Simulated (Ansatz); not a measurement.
Ti3Ni in Ansatz: the effect of fixed moment

The system is Ti3Ni.

```xyz
4
Lattice="3.9352 0.0000 0.0000 0.0000 3.9352 0.0000 0.0000 0.0000 3.9352" Properties=species:S:1:pos:R:3 pbc="T T T"
Ni    0.0000    0.0000    0.0000
Ti    1.9676    1.9676    0.0000
Ti    1.9676    0.0000    1.9676
Ti    0.0000    1.9676    1.9676
```

The cell comes from a database or a generator and needn't be the stable form of this composition.

Alike in all runs:

* Program: Ansatz 0.2.0
* Task: single point
* Functional: PBEsol
* Potentials or basis: Ansatz PAW
* Cutoff: 420 eV (not typed: the program's choice for these potentials)
* k mesh: 6 × 6 × 6
* Occupations: fermi-dirac, width 0.05 eV

```tsv
fixed moment	spin	starting moments	energy over the lowest run (meV/atom)	pressure (GPa)
0	collinear spin, program default start	-	0.0	-5.0
1	collinear spin, ferromagnetic start	[0.25, 0.25, 0.25, 0.25] μB	6.1	-4.8
2	collinear spin, ferromagnetic start	[0.5, 0.5, 0.5, 0.5] μB	21.2	-4.2
3	collinear spin, ferromagnetic start	[0.75, 0.75, 0.75, 0.75] μB	50.2	-3.1
4	collinear spin, ferromagnetic start	[1.0, 1.0, 1.0, 1.0] μB	?	?
5	collinear spin, ferromagnetic start	[1.25, 1.25, 1.25, 1.25] μB	169.5	0.3
6	collinear spin, ferromagnetic start	[1.5, 1.5, 1.5, 1.5] μB	271.5	2.2
8	collinear spin, ferromagnetic start	[2.0, 2.0, 2.0, 2.0] μB	606.5	8.0
```

What does the run with fixed moment 4 give?

Energy over the lowest run 97.7 meV/atom; pressure -1.6 GPa.

Worked out: A parabola through the other rows of the energy over the lowest run, of slope 71.9 meV/atom per unit of fixed moment there, gives 96.8 meV/atom, against the run's 97.7. A parabola through the other rows of the pressure, of slope 1.63 GPa per unit of fixed moment there, gives -1.7 GPa, against the run's -1.6.

Caveats: the total moment is fixed, so each spin has its own Fermi level; the PAW data sets come from PBE, with cores solved anew for the run's functional, which leaves a small shift of forces and pressure; the thresholds are loose for stress.
